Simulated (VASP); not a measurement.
The system is TePb.

```
Te Pb
1.0
     0.00000    3.22185    3.22185
     3.22185    0.00000    3.22185
     3.22185    3.22185    0.00000
Te Pb
1 1
Cartesian
  3.2219 3.2219 3.2219
  0.0000 0.0000 0.0000
```

Base run:

| Item | Value |
| --- | --- |
| Program | VASP 6.6.1 |
| Functional | PBE0 |
| Potentials or basis | VASP PAW PBE potentials, release 64 (Te, Pb_d) |
| Cutoff | 520 eV |
| k mesh | 6 × 6 × 6 |
| Occupations | gaussian, width 0.03 eV |
| Spin | no spin polarisation |

Its results: band gap on the k mesh 1.59 eV, direct; pressure 1.4 GPa.

Q: The run is repeated on the same cell with these changes: functional from PBE0 to PBE-EpsX. What comes out?

A: Band gap on the k mesh 0.83 eV, direct; pressure 2.4 GPa.

Caveats: the PAW data sets were made with another functional, which shifts forces and pressure a little; spin-orbit coupling is left out, which as a rule narrows the gap of such compounds by several tenths of an eV.
